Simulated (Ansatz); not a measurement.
Here is an Ansatz 0.2.0 calculation.

Contents of input.yaml:

```yaml
crystal:
  lattice: { a: 3.179064, b: 3.179064, c: 3.179064, alpha: 90.0, beta: 90.0, gamma: 90.0 }
  space_group: 221
  reduce_to_primitive: true
  atoms:
    - { symbol: Ti, wyckoff: "1a", position: [0.0, 0.0, 0.0] }
    - { symbol: Al, wyckoff: "1b", position: [0.5, 0.5, 0.5] }
hamiltonian:
  xc: { exchange: pbe, correlation: none }
  pseudopotentials: { kind: paw }
  dispersion: d4
kpoints:
  mp_grid: { grid: [8, 8, 8] }
scf:
  occupations: { method: cold, width: 0.025 }
  n_extra_bands: 12
output:
  eigenvalues: true
  optics: { e_range: [0, 14], sigma: 0.05, nscf_kmesh: { grid: [11, 11, 11] } }
  write_density: true
  write_potential: true
  elf: true
  volumetric_format: npy
```

Potentials or basis: Ansatz PAW.

Run with:

```bash
$ ansatz run input.yaml --threads 1 --pin off --max-ram 2560MiB --backend cpu --events-out ev --progress --plain --runs-dir out
```

**Question.** What does it give for the band gap on the k mesh?

**Answer.** None (metal or under the smearing width).

Dielectric function (mean over the directions given):
| energy (eV) | real part | imaginary part |
| --- | --- | --- |
| 0.30 | -141.66 | 20.16 |
| 0.60 | -22.43 | 31.21 |
| 1.00 | 4.87 | 25.48 |
| 1.30 | 8.49 | 24.72 |
| 1.70 | -1.30 | 29.98 |
| 2.00 | -5.11 | 20.46 |
| 2.40 | -1.12 | 14.71 |
| 2.70 | 1.15 | 14.14 |
| 3.10 | -3.16 | 15.43 |
| 3.40 | -3.91 | 9.30 |
| 3.80 | -1.50 | 8.44 |
| 4.10 | -1.39 | 6.30 |
| 4.50 | 1.10 | 5.32 |
| 4.80 | 2.21 | 4.92 |
| 5.20 | 3.60 | 9.20 |
| 5.50 | 3.51 | 7.61 |
| 5.90 | 7.31 | 13.04 |
| 6.20 | 3.50 | 17.92 |
| 6.60 | -10.66 | 16.90 |
| 6.90 | -8.69 | 8.39 |
| 7.30 | -7.99 | 5.87 |
| 7.60 | -7.24 | 4.35 |
| 8.00 | -5.80 | 2.83 |
| 8.30 | -4.88 | 2.34 |
| 8.70 | -4.19 | 2.07 |
| 9.00 | -3.95 | 1.74 |
| 9.40 | -3.44 | 1.27 |
| 9.70 | -3.01 | 1.01 |
| 10.10 | -2.60 | 0.84 |
| 10.40 | -2.33 | 0.69 |
| 10.80 | -1.96 | 0.56 |
| 11.10 | -1.72 | 0.52 |
| 11.50 | -1.48 | 0.49 |
| 11.80 | -1.40 | 0.40 |
| 12.20 | -1.16 | 0.32 |
| 12.50 | -1.00 | 0.29 |
| 12.90 | -0.82 | 0.27 |
| 13.20 | -0.70 | 0.27 |
| 13.60 | -0.57 | 0.28 |
| 14.00 | -0.51 | 0.26 |

Caveat: spectra need much finer meshes, so this one isn't converged; independent-particle spectra lack excitons; the intraband (Drude) part of a metal's response may be missing; the dispersion damping was fitted for another functional or another form of the correction.
